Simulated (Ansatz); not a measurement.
Wanted: the native input for an Ansatz 0.2.0 run.

* Task: band structure
* Functional: r2SCAN
* Potentials or basis: Ansatz PAW
* Cutoff: 500 eV (not typed: the program's choice for these potentials)
* k mesh: 7 × 7 × 7
* Occupations: fermi-dirac, width 0.05 eV
* Spin: spin-orbit coupling, no magnetisation
* Path: [["G", "H", "N", "G", "P", "H"], ["P", "N"]]
* Points for each segment of the path: 14

Crystal: Hf.

```
Hf
1.0
    -1.80500    1.80500    1.80500
     1.80500   -1.80500    1.80500
     1.80500    1.80500   -1.80500
Hf
1
Direct
  0.00000 0.00000 0.00000
```

This isn't the form of Hf at room conditions, which is hcp.

The input as run:

input.yaml

```yaml
crystal:
  lattice:
    - [-1.805, 1.805, 1.805]
    - [1.805, -1.805, 1.805]
    - [1.805, 1.805, -1.805]
  atoms:
    - { symbol: Hf, position: [0.0, 0.0, 0.0] }
hamiltonian:
  xc: r2scan
  pseudopotentials: { kind: paw_fr }
magnetization:
  noncollinear: true
  spin_orbit: true
kpoints:
  mp_grid: { grid: [7, 7, 7] }
  band_path:
    path:
      - [[0.0, 0.0, 0.0], [0.5, -0.5, 0.5], [0.0, 0.0, 0.5], [0.0, 0.0, 0.0], [0.25, 0.25, 0.25], [0.5, -0.5, 0.5]]
      - [[0.25, 0.25, 0.25], [0.0, 0.0, 0.5]]
    npoints: 14
scf:
  occupations: { method: fermi_dirac, width: 0.05 }
  n_extra_bands: 6
output:
  forces: true
  stress: true
  eigenvalues: true
  fatbands: true
  write_density: true
  write_potential: true
  elf: true
  volumetric_format: npy
```

Potentials or basis: Ansatz PAW.

Run with:

```sh
$ ansatz run input.yaml --threads 2 --pin off --max-ram 5632MiB --backend cpu --events-out ev --progress --plain --runs-dir out
```

Results of the run:

```json
{
  "Pressure": "-5.5 GPa",
  "Band gap on the k mesh": "none (metal or under the smearing width)"
}
```

Caveat: the PAW data sets come from PBE, with cores solved anew for the run's functional, which leaves a small shift of forces and pressure.

It took 14 s on 2 threads of Arm Neoverse V1, with other jobs on the host, peak memory 0.47 GiB.
